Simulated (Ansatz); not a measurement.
Input and command of a plane-wave DFT calculation in Ansatz:

```yaml
crystal:
  lattice:
    - [0.0, 1.7886725372, 1.7886725372]
    - [1.7886725372, 0.0, 1.7886725372]
    - [1.7886725372, 1.7886725372, 0.0]
  atoms:
    - { symbol: C, position: [0.5, 0.5, 0.5] }
    - { symbol: C, position: [0.75, 0.75, 0.75] }
basis:
  ecutwfc: 420
kpoints:
  mp_grid: { grid: [12, 12, 12] }
hamiltonian:
  xc: pbesol
scf:
  occupations: { method: fixed }
output:
  forces: true
  stress: true
  eigenvalues: true
```

```bash
ansatz run input.yaml --threads 1 --pin off --max-ram 3072MiB --backend cpu --events-out ev --progress --plain --runs-dir out
```

Processor: Intel(R) Xeon(R) Platinum 8488C (Sapphire Rapids), 1 thread, on a host shared with other jobs.

Question: How long does it run, and how much memory does it take?

Answer: About 0.51 s on 1 thread of Intel(R) Xeon(R) Platinum 8488C (Sapphire Rapids) (shared host), peak memory 0.3 GiB. It solves 8 bands at 72 k points (the mesh reduced by the symmetry that the task leaves, which can be less than the crystal's) with about 229 plane waves, in 6 SCF iterations.
